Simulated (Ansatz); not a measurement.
# SiC16: the cost of one run

Computed with Ansatz 0.2.0 (DFT PBE+D3(BJ), scalar-relativistic, plane waves, PAW, unless a step's input says otherwise).

1 further run of the same task is left out (set aside as unsound or not needed). Runs told in other sessions of the task aren't counted.

## (1) The starting structure

It takes space group Pm (No. 6, monoclinic). The conventional cell has a = 4.422 Å, b = 4.930 Å, c = 22.694 Å, α = 90.00°, β = 90.00°, γ = 90.00°. C (site symmetry m) has 2 C at 1.42 Å in its first shell of neighbours. Around C (site symmetry 1) lie 3 C at 1.42 Å. C (site symmetry m) has 3 C at 1.42 to 1.44 Å in its first shell of neighbours. Only part of the 13 independent sites is listed.

As a file:

```
CELL_PARAMETERS angstrom
4.92987 0.00000 0.00000
0.00000 4.42243 0.00000
0.00000 0.00000 22.69373
ATOMIC_POSITIONS crystal
C 0.25000 0.41553 0.17626
C 0.75000 0.41553 0.17626
C 0.00000 0.51956 0.20018
C 0.50000 0.51956 0.20018
C 0.00000 0.72722 0.24809
C 0.50000 0.72722 0.24809
C 0.25000 0.83125 0.27201
C 0.75000 0.83125 0.27201
C 0.25000 0.04421 0.31987
C 0.75000 0.04421 0.31987
C 0.00000 0.15008 0.34260
C 0.50000 0.15008 0.34260
C 0.00000 0.37798 0.39006
C 0.50000 0.37798 0.39006
C 0.25000 0.47642 0.40953
C 0.75000 0.47642 0.40953
Si 0.25000 0.47642 0.51969
```

This is the geometry of the first run shown, built on a cell relaxed beforehand with the same method.

## (2) Plan of the line

Atoms count from 1 in the order of the input.

Si is moved over the surface cell at a fixed height above a rigid substrate; the origin of the map has the adsorbate above C15; the height is held at 2.50 Å.

First coordinate, position of Si17 along the first surface vector, from above C15: 6 values from 0.000 to 0.833, periodic. Second coordinate, position of Si17 along the second surface vector, from above C15: 6 values from 0.000 to 0.833, periodic.

Nothing else is relaxed. Points are written as (first, second).

The two vectors of the plane (Å): (2.465, 0.000, 0.000); (0.000, 4.422, 0.000).

## (3) Point (0/6, 0/6) of the map's two axes

A dipole layer in the vacuum cancels the field that periodic copies would set up if the slab's two faces differ.

File input.yaml:

```yaml
crystal:
  lattice:
    - [4.9298676348, 0.0, 0.0]
    - [0.0, 4.4224271207, 0.0]
    - [0.0, 0.0, 22.6937313581]
  atoms:
    - { symbol: C, position: [0.25, 0.4155274479, 0.1762601283] }
    - { symbol: C, position: [0.75, 0.4155274479, 0.1762601283] }
    - { symbol: C, position: [0.0, 0.5195584896, 0.2001805573] }
    - { symbol: C, position: [0.5, 0.5195584896, 0.2001805573] }
    - { symbol: C, position: [0.0, 0.7272227604, 0.2480854171] }
    - { symbol: C, position: [0.5, 0.7272227604, 0.2480854171] }
    - { symbol: C, position: [0.25, 0.8312538021, 0.2720058461] }
    - { symbol: C, position: [0.75, 0.8312538021, 0.2720058461] }
    - { symbol: C, position: [0.25, 0.0442062586, 0.3198735144] }
    - { symbol: C, position: [0.75, 0.0442062586, 0.3198735144] }
    - { symbol: C, position: [0.0, 0.1500827603, 0.3425973154] }
    - { symbol: C, position: [0.5, 0.1500827603, 0.3425973154] }
    - { symbol: C, position: [0.0, 0.3779814405, 0.3900562972] }
    - { symbol: C, position: [0.5, 0.3779814405, 0.3900562972] }
    - { symbol: C, position: [0.25, 0.4764233498, 0.4095285703] }
    - { symbol: C, position: [0.75, 0.4764233498, 0.4095285703] }
    - { symbol: Si, position: [0.25, 0.4764233498, 0.5196911505], spin: 2.0 }
basis:
  ecutwfc: 420
kpoints:
  mp_grid: { grid: [6, 6, 1] }
hamiltonian:
  xc: pbe
  pseudopotentials: { kind: paw, azcp: { folder: soft_1 } }
  dispersion: d3bj
scf:
  occupations: { method: gaussian, width: 0.05 }
output:
  forces: true
  eigenvalues: true
  populations: true
magnetization:
  spin_polarized: true
efield:
  axis: 3
  dipole_correction: true
  ramp_width: 0.04
```

Started as:

```
ansatz run input.yaml --threads 2 --pin off --max-ram 6144MiB --backend cpu --events-out ev --progress --plain --runs-dir out
```

Q: Estimate wall time and peak memory on 2 threads of Arm Neoverse V1, shared host.

About 2.3 min, with a peak of 1.1 GiB.
